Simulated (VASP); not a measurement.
# InPd (Pm-3m) in VASP: further runs

The runs below take InPd through single point, with r2SCAN.

Program: VASP 6.6.1. These are calculated values, not measurements. Logs are shortened: lines on timing, memory, paths and dates and some standing lists are left out, and cuts for length are marked.

## Step 1: Starting point

Symmetry: Pm-3m, No. 221, cubic system. Conventional cell: a = 3.272 Å, b = 3.272 Å, c = 3.272 Å, α = 90.00°, β = 90.00°, γ = 90.00°. In (site symmetry m-3m) is surrounded by 8 Pd at 2.83 Å. Pd (site symmetry m-3m) has 8 In at 2.83 Å as nearest neighbours.

The cell comes from a database or a generator and needn't be the stable form of this composition.

## Step 2: Single point, r2SCAN

Contents of INCAR:

```
  PREC = Accurate
  ENCUT = 400
  EDIFF = 1E-6
  ISMEAR = 0
  SIGMA = 0.15
  LREAL = F
  LASPH = T
  NELM = 100
  ALGO = Normal
  ISIF = 2
  LWAVE = F
  LCHARG = F
  METAGGA = R2SCAN
  LMIXTAU = T
  ADDGRID = F
```

Contents of KPOINTS:

```
regular mesh
0
Gamma
  12 12 12
```

Contents of POSCAR:

```
InPd
1.0
    3.2718847800      0.0000000000      0.0000000000
    0.0000000000      3.2718847800      0.0000000000
    0.0000000000      0.0000000000      3.2718847800
In Pd
1 1
Direct
    0.0000000000      0.0000000000      0.0000000000
    0.5000000000      0.5000000000      0.5000000000
```

Potentials or basis: VASP PAW PBE potentials, release 64 (In_d, Pd).

On the command line:

```console
> cat potpaw_PBE.64/In_d/POTCAR potpaw_PBE.64/Pd/POTCAR > POTCAR
> mpirun -np 1 vasp_std > vasp.out
```

OUTCAR:

```text
PREC = Accurate
   ENCUT = 400
   EDIFF = 1E-6
   ISMEAR = 0
   LREAL = F
   LASPH = T
   NELM = 100
   ISIF = 2
   METAGGA = R2SCAN

 Found     84 irreducible k-points:

 Following reciprocal coordinates:
            Coordinates               Weight
  0.000000  0.000000  0.000000      1.000000
  0.083333  0.000000  0.000000      6.000000
  0.166667  0.000000  0.000000      6.000000
  0.250000  0.000000  0.000000      6.000000
  0.333333  0.000000  0.000000      6.000000
  0.416667  0.000000  0.000000      6.000000
   k-points           NKPTS =     84   k-points in BZ     NKDIM =     84   number of bands    NBANDS=     15
   number of dos      NEDOS =    301   number of ions     NIONS =      2
   total plane-waves  NPLWV =  13824
   dimension x,y,z NGX =    24 NGY =   24 NGZ =   24
   dimension x,y,z NGXF=    48 NGYF=   48 NGZF=   48
   ions per type =               1   1
   NGX,Y,Z   is equivalent  to a cutoff of  12.19, 12.19, 12.19 a.u.
   NGXF,Y,Z  is equivalent  to a cutoff of  24.39, 24.39, 24.39 a.u.
 SYSTEM =  unknown system
   PREC   = accura    normal or accurate (medium, high low for compatibility)
   ISTART =      0    job   : 0-new  1-cont  2-samecut
   ICHARG =      2    charge: 1-file 2-atom 10-const
   ISPIN  =      1    spin polarized calculation?
   LNONCOLLINEAR =      F non collinear calculations
   LSORBIT =      F    spin-orbit coupling
   LASPH  =      T    aspherical Exc in radial PAW
   ENCUT  =  400.0 eV  29.40 Ry    5.42 a.u.   5.34  5.34  5.34*2*pi/ulx,y,z
   NELM   =    100;   NELMIN=  2; NELMDL= -5     # of ELM steps
   EDIFF  = 0.1E-05   stopping-criterion for ELM
   LREAL  =      F    real-space projection
   EDIFFG = 0.1E-04   stopping-criterion for IOM
   NSW    =      0    number of steps for IOM
   IBRION =     -1    ionic relax: 0-MD 1-quasi-New 2-CG
   NFREE  =      0    steps in history (QN), initial steepest desc. (CG)
   ISIF   =      2    stress and relaxation
   ISYM   =      2    0-nonsym 1-usesym 2-fastsym
   POTIM  = 0.5000    time-step for ionic-motion
   TEBEG  =    0.0;   TEEND  =   0.0 temperature during run
   PSTRESS=    0.0 pullay stress
   NELECT =      23.0000    total number of electrons
   NUPDOWN=      -1.0000    fix difference up-down
   EMIN   =  10.00;   EMAX   =-10.00  energy-range for DOS
   EFERMI =   0.00;   METHOD = LEGACY
   ISMEAR =     0;   SIGMA  =   0.15  broadening in eV -4-tet -1-fermi 0-gaus
   EFERMI_NEDOS =   21; number of points for ismear=-14 and -15
   IALGO  =     38    algorithm
   IMIX   =      4    mixing-type and parameters
     AMIX     =   0.40;   BMIX     =  1.00
     AMIX_MAG =   1.60;   BMIX_MAG =  1.00
  volume/ion in A,a.u.               =      17.51       118.18
  Fermi-wavevector in a.u.,A,eV,Ry     =   1.422938  2.688964 27.548447  2.024754
  Thomas-Fermi vector in A             =   2.543589
   LORBIT       =      0    0 simple, 1 ext, 2 COOP (PROOUT), +10 PAW based schemes
   METAGGA = R2SCAN    functional components
   LHFCALC =     F    Hartree Fock is set to
   AEXX    =    0.0000 exact exchange contribution
   IVDW    =     0    specifies the selected vdW correction
   LEPSILON=     F    determine dielectric tensor
   LRPA    =     F    only Hartree local field effects (RPA)
 non-spin polarized calculation
 Gauss-broadening in eV      SIGMA  =   0.15
  energy-cutoff  :      400.00
  volume of cell :       35.03
 maximum number of plane-waves:       655
 NGX is ok and might be reduce to    24
   NGX = 11   NGY = 11   NGZ = 11

 number of electron      22.9999997 magnetization

 Free energy of the ion-electron system (eV)
  ---------------------------------------------------
  ext. energy  EPLUGINS =         0.00000000
  ---------------------------------------------------
  free energy    TOTEN  =       -46.64589102 eV

  energy without entropy =      -46.63834614  energy(sigma->0) =      -46.64211858

 E-fermi :  10.4489     XC(G=0): -13.2469

 val. band max:       10.4225332551   @ k =   0.4167   0.2500   0.2500
 cond. band min:      10.4876826953   @ k =   0.3333   0.2500   0.0000
 fundamental gap:      0.0651494402
 Fermi energy:        10.4489129053

 k-point     1 :       0.0000    0.0000    0.0000
  band No.  band energies     occupation
      1      -5.1585      2.00000
      2      -5.1585      2.00000
      3      -4.7339      2.00000
      4      -4.7339      2.00000
      5      -4.7339      2.00000
      6      -0.0474      2.00000
      7       6.3979      2.00000
      8       6.3979      2.00000
      9       8.0178      2.00000
     10       8.0178      2.00000
     11       8.0178      2.00000
     12      14.9133      0.00000
     13      14.9133      0.00000
     14      14.9133      0.00000
     15      20.5246      0.00000

 k-point     2 :       0.0833    0.0000    0.0000
  band No.  band energies     occupation
      1      -5.1544      2.00000
      2      -5.1338      2.00000
      3      -4.7414      2.00000
      4      -4.7414      2.00000
      5      -4.7317      2.00000
      6       0.0680      2.00000
      7       6.3998      2.00000
      8       6.4176      2.00000
      9       7.9322      2.00000
     10       7.9322      2.00000
     11       8.0129      2.00000
     12      14.1002      0.00000
     13      15.1426      0.00000
     14      15.1426      0.00000
     15      20.7810      0.00000

 k-point     3 :       0.1667    0.0000    0.0000
  band No.  band energies     occupation
      1      -5.1433      2.00000
      2      -5.0667      2.00000
      3      -4.7619      2.00000
      4      -4.7619      2.00000
      5      -4.7257      2.00000
      6       0.4135      2.00000
      7       6.4049      2.00000
      8       6.4434      2.00000
      9       7.7152      2.00000
     10       7.7152      2.00000
     11       7.9993      2.00000
     12      12.5082      0.00000
     13      15.7901      0.00000
     14      15.7901      0.00000
     15      20.8753      0.00000

 k-point     4 :       0.2500    0.0000    0.0000
  band No.  band energies     occupation
      1      -5.1280      2.00000
      2      -4.9752      2.00000
      3      -4.7896      2.00000
      4      -4.7896      2.00000
      5      -4.7174      2.00000
      6       0.9849      2.00000
      7       6.3558      2.00000
      8       6.4121      2.00000
      9       7.4510      2.00000
     10       7.4510      2.00000
     11       7.9810      2.00000
     12      10.9576      0.00000
     13      16.7690      0.00000
     14      16.7690      0.00000
     15      20.9636      0.00000

 k-point     5 :       0.3333    0.0000    0.0000
  band No.  band energies     occupation
      1      -5.1126      2.00000
      2      -4.8843      2.00000
      3      -4.8172      2.00000
      4      -4.8172      2.00000
      5      -4.7091      2.00000
      6       1.7703      2.00000
      7       5.9277      2.00000
      8       6.4193      2.00000
      9       7.2146      2.00000
     10       7.2146      2.00000
     11       7.9627      2.00000
     12       9.8530      2.00000
     13      17.9947      0.00000
     14      17.9947      0.00000
     15      20.7909      0.00000

 k-point     6 :       0.4167    0.0000    0.0000
  band No.  band energies     occupation
      1      -5.1013      2.00000
      2      -4.8373      2.00000
      3      -4.8373      2.00000
      4      -4.8180      2.00000
      5      -4.7030      2.00000
      6       2.7390      2.00000
      7       5.0452      2.00000
      8       6.4248      2.00000
      9       7.0554      2.00000
     10       7.0554      2.00000
     11       7.9493      2.00000
     12       9.3431      2.00000
     13      19.3860      0.00000
     14      19.3860      0.00000
     15      20.6523      0.00000

 [... further k-points ...]

------------------------ aborting loop because EDIFF is reached ----------------------------------------

  FORCE on cell =-STRESS in cart. coord.  units (eV):
  Direction    XX          YY          ZZ          XY          YZ          ZX
  --------------------------------------------------------------------------------------
  -------------------------------------------------------------------------------------
  Total       -0.0178676     -0.0178676     -0.0178676      0.0000000      0.0000000      0.0000000
  in kB       -0.8173018     -0.8173018     -0.8173018      0.0000000      0.0000000      0.0000000
  external PRESSURE =      -0.8173018 kB  Pullay stress =       0.0000000 kB

 VOLUME and BASIS-vectors are now :
 -----------------------------------------------------------------------------
  energy-cutoff  :      400.00
  volume of cell :       35.03
      direct lattice vectors                 reciprocal lattice vectors
     3.271884780  0.000000000  0.000000000     0.305634234  0.000000000  0.000000000
     0.000000000  3.271884780  0.000000000     0.000000000  0.305634234  0.000000000
     0.000000000  0.000000000  3.271884780     0.000000000  0.000000000  0.305634234

 POSITION                                       TOTAL-FORCE (eV/Angst)
 -----------------------------------------------------------------------------------
      0.00000      0.00000      0.00000         0.000000      0.000000      0.000000
      1.63594      1.63594      1.63594         0.000000      0.000000      0.000000
 -----------------------------------------------------------------------------------
    total drift:                                0.000000      0.000000     -0.000000

  FREE ENERGIE OF THE ION-ELECTRON SYSTEM (eV)
  ---------------------------------------------------
  free  energy   TOTEN  =       -46.6458910218 eV

  energy  without entropy=      -46.6383461449  energy(sigma->0) =      -46.64211858
```

Run time: 39 s. Hardware: 1 thread of Intel Xeon 6975P-C (Granite Rapids), shared host; peak memory 0.16 GiB.

These settings aren't checked as converged: the numbers below hold their error.

Results:

```
Free energy            : -46.6459 eV
Pressure               : -0.1 GPa
Band gap on the k mesh : none (metal or under the smearing width)
```

Caveat: the PAW data sets were made with another functional, which shifts forces and pressure a little.

(Continued in part 2 of 2.)
